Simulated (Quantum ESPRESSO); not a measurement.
## V: equation of state with PBEsol

Crystal: V.

```
V
1.0
    -1.51435    1.51435    1.51435
     1.51435   -1.51435    1.51435
     1.51435    1.51435   -1.51435
V
1
Cartesian
  0.0000 0.0000 0.0000
```

```yaml
Program: Quantum ESPRESSO 7.5
Task: equation of state
Functional: PBEsol
Potentials_or_basis: PseudoDojo 0.4.1 SR PBEsol standard
Cutoff: 1143 eV
Density_cutoff: 4572 eV
k_mesh: 12 × 12 × 12
Occupations: fermi-dirac, width 0.05 eV
Spin: collinear spin, ferromagnetic start
Starting_moments: "[2.0] μB"
Mixing_beta: 0.3
Most_SCF_iterations: 120
SCF_threshold: 2e-10 Ry
```

```
Equilibrium volume : 12.96 Å³/atom (rough: see the caveat)
Bulk modulus       : 194 GPa (rough)
```

Energy against volume, from the lowest point:
| volume (Å³/atom) | energy (meV/atom) |
| --- | --- |
| 13.058 | 0.00 |
| 13.336 | 5.97 |
| 13.613 | 18.21 |
| 13.891 | 36.15 |
| 14.169 | 59.25 |
| 14.447 | 87.00 |
| 14.725 | 118.95 |

All runs of the series together: 4.6 min on 1 thread of Intel(R) Xeon(R) Platinum 8488C (Sapphire Rapids), with other jobs on the host.

Caveat: the minimum lies outside the volumes run.
